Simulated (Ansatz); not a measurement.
AlNi:

```
Ni Al
1.0
     2.88100    0.00000    0.00000
     0.00000    2.88100    0.00000
     0.00000    0.00000    2.88100
Ni Al
1 1
Direct
  0.50000 0.50000 0.50000
  0.00000 0.00000 0.00000
```

Below is the output of Ansatz 0.2.0 for this cell. Logs are shortened: lines on timing, memory, paths and dates and some standing lists are left out, and cuts for length are marked.

```text
Warning: RAYON_NUM_THREADS=2 ignored (pool sized by the plan → 2); use --threads N
LAPW: plane waves up to 8.185 Å⁻¹, error target 1.0e-3 eV per atom; small_component_spin mean_spin; Al in spheres of 1.144 Å, 11 of its electrons in bands, Dirac shells []; Ni in spheres of 1.351 Å, 18 of its electrons in bands, Dirac shells [] (how accurate: hamiltonian.pseudopotentials.lapw.basis_error, Limitations)
Engine: ansatz 0.2.0, aarch64-unknown-linux-gnu
Pseudopotentials: kind: all_electron
Pseudopotential: Ni, LAPW, valence charge 18, lapw/all_electron/scalar/gaussian/Ni, Koelling and Harmon's equation, gaussian nucleus
Pseudopotential: Al, LAPW, valence charge 11, lapw/all_electron/scalar/gaussian/Al, Koelling and Harmon's equation, gaussian nucleus
Functional definition: PBE
  parameter kappa = 0.804
  parameter beta = 0.06672455060314922
  exchange = pbe_x(kappa = kappa, mu = beta*pi^2/3)
  correlation = pbe_c(beta = beta)
Crystal: 2 atoms, lattice volume = 23.913 Å³
Basis set: ecut = 255.26433720347325 eV, 251 PW (Γ), exchange–correlation at level 2
Bands: 19, of which v1, the nominal top of the filled ones, is band 15 counted from 1 (14 counted from 0)
Symmetry: 48 space group operations
Space group: Pm-3m (ITA 221), of the structure as read, at distance tolerance 2.9e-5 Å
Magnetic group: BNS 221.92 (UNI 1594), of the structure as read, at distance tolerance 2.9e-5 Å
k-points: 35 of 729
Non-local potential: Ni, projectors of the file, none
[... 22 lines left out ...]
SCF converged after 11 iterations
Magnetization: 0.0000 μB (14.5000 up, 14.5000 down)
Absolute magnetization: 0.0000 μB (∫|ρ↑−ρ↓|)
Spin contamination: 0.0000 ħ² per cell (⟨S²⟩ above its minimum at these occupations)
Per-site moments (μB) at R_I (Å): [(-7.20121740016566e-8, 1.3510044511975379), (1.662470525687354e-7, 1.1440146999267464)]
Free energy (F): -47991.687213 eV
Harris-Foulkes:  -47991.687213 eV  (|F-HF|=0.00e0)
Internal energy: -47991.683393 eV  (E = F + TS)
E sigma→0 (E₀):  -47991.685303 eV
Entropy (-TS):   -0.003819 eV (-1.910 meV/atom)
Fermi energy:    15.336227 eV
--- Per-component energies (eV) ---
  E_band       = -777.617157
  E_kinetic    = 48668.477623
  E_xc         = -2240.284004
  E_electrostatic = -94419.877011  (all electrons and nuclei)
  E_smearing   = -0.003819  (= −TS)
  E_closure    = 0.000000  (closes the sum)
  E_atoms      = -47979.538827  (free atoms, spherical and without spin; not in F)
  Σ components = -47991.687213   (vs F -47991.687213, Δ=0.00e0)
  Basis errors (estimates in eV, not in F): energy 2.7e-4 per atom: plane waves 2.5e-4 (1.3e-4 summed), levels above the bands 0.0e0, relativity 4.1e-9, radial functions 2.1e-5, core shells 6.5e-12; eigenvalues (radial functions only) 1.8e-6; not estimated: angular momenta, meshes, grids; target (lapw.basis_error) 1.0e-3; muffin-tin radii Al 1.144 Å, Ni 1.351 Å
--- Forces (eV/Å), atoms counted from 1 ---
  atom   1  Ni     0.00000000    -0.00000000     0.00000000
  atom   2  Al    -0.00000000     0.00000000     0.00000000
  max |Σ_I F_I| component: 2.20e-30 eV/Å
--- Stress (GPa, compression-positive) ---
        1.892934      -0.000000       0.000000
       -0.000000       1.892934       0.000000
        0.000000       0.000000       1.892934
  P = ⅓ Tr σ = 1.8929 GPa (18.929 kbar)
--- Band table (eV; the first three rows and the last of 70) ---
  k-point 0 ↑: bands = ["-87.9936", "-87.5891", "-49.0485", "-49.0485", "-49.0485", "-48.3900", "-48.3900", "-48.3900", "4.1671", "12.0916", "12.0916", "13.7923", "13.7923", "13.7923", "20.8017", "20.8017", "20.8017", "23.4525", "23.4525"]
  k-point 1 ↑: bands = ["-87.9933", "-87.5891", "-49.0495", "-49.0481", "-49.0481", "-48.3930", "-48.3902", "-48.3902", "4.3945", "12.0671", "12.1443", "13.6961", "13.6961", "13.8026", "18.9510", "21.1000", "21.1000", "23.4648", "25.0499"]
  k-point 2 ↑: bands = ["-87.9927", "-87.5891", "-49.0519", "-49.0470", "-49.0470", "-48.4007", "-48.3905", "-48.3905", "5.0683", "11.8365", "12.2813", "13.4709", "13.4709", "13.8287", "16.6131", "21.9349", "21.9349", "23.4995", "26.6466"]
  k-point 34 ↓: bands = ["-87.9888", "-87.5874", "-49.0552", "-49.0547", "-49.0547", "-48.4109", "-48.4109", "-48.4105", "11.0536", "11.2905", "11.2905", "14.2108", "14.2108", "16.0539", "17.2693", "17.2693", "18.9182", "20.1807", "20.1807"]
```

Task: What input gives this log?

Result: Single point with PBE, collinear spin, ferromagnetic start. The files as run (others can give the same):

input.yaml
```yaml
crystal:
  lattice:
    - [2.881, 0.0, 0.0]
    - [0.0, 2.881, 0.0]
    - [0.0, 0.0, 2.881]
  atoms:
    - { symbol: Ni, position: [0.5, 0.5, 0.5], spin: 1.0 }
    - { symbol: Al, position: [0.0, 0.0, 0.0] }
kpoints:
  mp_grid: { grid: [9, 9, 9] }
scf:
  occupations: { method: gaussian, width: 0.1 }
hamiltonian:
  xc: pbe
  pseudopotentials: { kind: all_electron, lapw: { basis_error: 0.001 } }
magnetization:
  spin_polarized: true
output:
  forces: true
  stress: true
  eigenvalues: true
```

Potentials or basis: all-electron LAPW, scalar-relativistic.
Command:
```console
$ ansatz run input.yaml --threads 2 --pin off --max-ram 6144MiB --backend cpu --events-out ev --progress --plain --runs-dir out
```

Caveat: the starting moments weren't kept.
